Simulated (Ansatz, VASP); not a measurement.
Cd: VASP beside Ansatz

File INCAR:

```
SYSTEM = Cd
ALGO     = Normal         ! electronic algorithm
EDIFF    = 1E-6           ! SCF threshold, eV
EDIFFG   = -0.02          ! ionic threshold
ENCUT    = 600            ! plane-wave cutoff, eV
GGA      = PS             ! functional
IBRION   = 2              ! ionic algorithm
ISIF     = 3              ! what is computed and relaxed
ISMEAR   = 1              ! smearing method
IVDW     = 13             ! dispersion correction
LASPH    = .True.         ! aspherical terms in the spheres
LCHARG   = .False.        ! write CHGCAR
LREAL    = .False.        ! projectors in reciprocal space
LWAVE    = .False.        ! write WAVECAR
NELM     = 80             ! most SCF steps
NSW      = 80             ! ionic steps
PREC     = Accurate       ! precision mode
SIGMA    = 0.1            ! smearing width, eV
```

File KPOINTS:

```
k-points
0
Gamma
  10 10 10
  0 0 0
```

File POSCAR:

```
Cd
1.0
   -1.7843220000      1.7843220000      1.7843220000
    1.7843220000     -1.7843220000      1.7843220000
    1.7843220000      1.7843220000     -1.7843220000
Cd
1
Direct
    0.0000000000      0.0000000000      0.0000000000
```

Contents of input.yaml:

```yaml
crystal:
  lattice:
    - [-1.784322, 1.784322, 1.784322]
    - [1.784322, -1.784322, 1.784322]
    - [1.784322, 1.784322, -1.784322]
  atoms:
    - { symbol: Cd, position: [0.0, 0.0, 0.0] }
kpoints:
  mp_grid: { grid: [10, 10, 10] }
scf:
  occupations: { method: methfessel_paxton, width: 0.1 }
hamiltonian:
  xc: pbesol
  dispersion: d4
  pseudopotentials: { kind: all_electron, lapw: { basis_error: 0.001 } }
output:
  forces: true
  stress: true
relax:
  f_tol: 0.02
  max_steps: 60
  cell: {}
```

This isn't the form of Cd at room conditions, which is hcp.

Alike in both runs: task relaxation of cell and atoms; functional PBEsol; dispersion D4; k mesh 10 × 10 × 10; occupations methfessel-paxton of order 1, width 0.1 eV; no spin polarisation.

|  | VASP | Ansatz |
| --- | --- | --- |
| version | VASP 6.6.1 | Ansatz 0.2.0 |
| potentials or method | VASP PAW PBE potentials, release 64 (Cd) | all-electron LAPW, scalar-relativistic |
| plane-wave cutoff (eV) | 600 | see its input |

VASP gave:

```
relaxed volume (Å³/atom)                                     : 20.70
relaxed cell length with the largest relative difference (Å) : 2.996
energy change over the relaxation (meV/atom)                 : -32
```

Q: What did Ansatz give for the same quantities?

A: Relaxed volume (Å³/atom): 20.60; relaxed cell length with the largest relative difference (Å): 2.991; energy change over the relaxation (meV/atom): -34.

Ansatz ran all-electron here, so the differences hold the error of VASP's frozen core and of both bases.

Caveats: the PAW data sets were made with another functional, which shifts forces and pressure a little (VASP); pairwise dispersion overbinds metals, which lowers pressure and volume (VASP).
